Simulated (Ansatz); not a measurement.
AgI: what the electron mass says about interband coupling

All numbers below come from DFT PBE, scalar-relativistic, plane waves, PAW in Ansatz.

Settings: cutoff 420 eV, Γ-centred mesh 6×6×4 on the computed 4-atom cell, Gaussian smearing of 0.02 eV; no spin polarisation.

Relaxed cell: P6_3mc, a = 4.686 Å, b = 4.686 Å, c = 7.664 Å, α = 90.00°, β = 90.00°, γ = 120.00°, 4 atoms in the primitive cell.

The direct gap at Γ is 1.367 eV, and at Γ the conduction band has a mass of 0.1828 mₑ and the lightest hole 0.1991 mₑ, both along x.

Q: Use two-band k·p theory to get the Kane energy. As an exercise, what mass follows if the true gap is 1.5 times the computed one (semilocal functionals can miss by more, threefold or worse in zinc and cadmium oxides)?

A: Coupling to the valence top alone gives mₑ/m* = 1 + E_P/E_g, so E_P = E_g (mₑ/m* − 1) = 1.367 × (5.47 − 1) = 6.1 eV. The light hole is the mirror band, mₑ/mₗₕ = E_P/E_g − 1, and gives 8.2 eV; the spread shows what other bands add. Fits to experiment give about 15 to 31 eV for common tetrahedral semiconductors; the figure from the electron is a net one, lowered by higher conduction bands, and semilocal functionals tend to give less. With E_P fixed and E_g = 2.05 eV the mass becomes 0.251 mₑ: in this model the mass grows with the gap, in proportion where E_P ≫ E_g, which is why functionals that close gaps give light electrons. A correction that opens the gap also strengthens the coupling, so the true mass usually rises less. Remote bands and spin-orbit splitting are left out of the model.

Spin-orbit coupling is left out, which matters for the bands of heavy elements.

Cost: 3 runs of about 2.3 core-minutes in all, on Arm Neoverse V2 (shared hosts).